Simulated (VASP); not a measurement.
# CaSe: single point with RPBE+D4

**Experimental background.**

From a printed reference work, monograph, original work of 1988, for a bulk crystal of CaSe at 2 K: band gap 3.85 eV (indirect).

Crystal: CaSe.

```xyz
2
Lattice="0.0000 2.9560 2.9560 2.9560 0.0000 2.9560 2.9560 2.9560 0.0000" Properties=species:S:1:pos:R:3 pbc="T T T"
Ca    0.0000    0.0000    0.0000
Se    2.9560    2.9560    2.9560
```

| Item | Value |
| --- | --- |
| Program | VASP 6.6.1 |
| Task | single point |
| Functional | RPBE |
| Dispersion | D4 |
| Potentials or basis | VASP PAW PBE potentials, release 64 (Ca_sv, Se) |
| Cutoff | 520 eV |
| k mesh | 6 × 6 × 6 |
| Occupations | gaussian, width 0.01 eV |
| Spin | no spin polarisation |
| Dipole correction | no |
| Further INCAR settings | ALGO = Normal; EDIFF = 1e-07; NBANDS = 15 |

```json
{
  "Pressure": "0.2 GPa",
  "Band gap on the k mesh": "2.13 eV (least direct gap 3.05 eV)",
  "Dispersion energy per atom": "-0.434 eV"
}
```

Levels at points of the mesh, in eV from the valence-band top:
```csv
k point,band 5,band 6,band 7,band 8,band 9,band 10,band 11,band 12
"(0.00, 0.00, 0.00)",-11.76,0.00,0.00,0.00,3.53,3.80,3.80,3.80
"(0.50, 0.00, 0.00)",-11.07,-3.24,-1.19,-1.19,4.64,5.57,5.59,5.59
"(0.50, 0.50, 0.00)",-11.18,-2.50,-0.93,-0.93,2.13,5.09,5.20,6.09
```

It took 23 s on 1 thread of Intel Xeon 8259CL, with other jobs on the host, peak memory 0.17 GiB.

A measured gap of CaSe is 3.85 eV (indirect; 2 K; a printed reference work, monograph, original work of 1988); the calculated 2.13 eV misses it by -1.72 eV. Spin-orbit coupling on Se is left out. The value is that of RPBE+D4 on a finite k mesh, which can miss the band edges, without temperature or zero-point motion. Semilocal functionals fall short of measured gaps as a rule.

Caveat: the PAW data sets were made with another functional, which shifts forces and pressure a little.
